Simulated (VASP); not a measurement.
These are r2SCAN meta-GGA, VASP's PBE PAW potentials (set 64) (plane waves; VASP 6.6.1) values and carry that method's errors. Each cell was relaxed at this level, without spin-orbit coupling.

Q: Which of these comes out without a gap?
A. CuAu, P4/mmm (123)
B. BaHfO3, Pm-3m (221)
C. CaF2, Fm-3m (225)
D. PbO, P4/nmm (129)

A: A, CuAu, P4/mmm (123). The others have gaps of 7.97 eV (CaF2, Fm-3m (225)), 4.12 eV (BaHfO3, Pm-3m (221)), 1.77 eV (PbO, P4/nmm (129)).
